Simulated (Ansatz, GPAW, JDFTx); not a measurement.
## One calculation of CuAu, 3 ways

```
CELL_PARAMETERS angstrom
1.44306 0.83315 4.25617
-1.44306 0.83315 4.25617
0.00000 -1.66630 4.25617
ATOMIC_POSITIONS crystal
Au 0.00000 0.00000 0.00000
Cu 0.50000 0.50000 0.50000
```

The cell comes from a database or a generator and needn't be the stable form of this composition.

Alike in all runs: task single point; functional PBEsol; k mesh 11 × 11 × 11; occupations fermi-dirac, width 0.05 eV; no spin polarisation; no spin-orbit coupling. Pressure is positive in compression and, in plane waves, holds the error of the finite cutoff.

| program and potentials | plane-wave cutoff (eV) | notes | pressure (GPa) |
| --- | --- | --- | --- |
| JDFTx, PseudoDojo-SR-PBEsol-0.4.1-standard with smoothed tails | 1252 | 19 valence electrons an atom on average | -8.41 |
| GPAW, PAW data sets generated for this functional | 600 | 11 valence electrons an atom on average; this data set often lies off other programs | -6.04 |
| Ansatz, all-electron LAPW, scalar-relativistic | - | - | -8.10 |

The pressure spans -8.41 (JDFTx, PseudoDojo-SR-PBEsol-0.4.1-standard with smoothed tails) to -6.04 GPa (GPAW, PAW data sets generated for this functional), with all-electron results at -8.10.

The functional is the same throughout but for its coding, so the spread measures potentials, basis and numerics; runs on potential files found faulty are left out.

All three runs put the cell under tension, so with PBEsol this arrangement would lower its energy by contracting. The all-electron value of -8.10 GPa confirms that the sign and rough size don't come from the potentials. The cell was probably relaxed with a functional that binds less strongly, such as PBE, since PBEsol usually gives shorter metallic bonds in the noble metals.

The structure stacks close-packed layers of pure Cu and pure Au alternately, whereas the known ordered CuAu phase alternates along a cube axis. Both elements must share one in-plane spacing, which suits the larger Au and stretches the Cu layer, so part of the tension probably sits there.

JDFTx follows the all-electron result closely, while GPAW understates the tension, possibly because its smaller valence leaves the semicore shells frozen. The disagreement affects how far the cell would shrink, not whether it would. A single pressure can't show how the contraction would divide between the layer planes and the stacking direction.
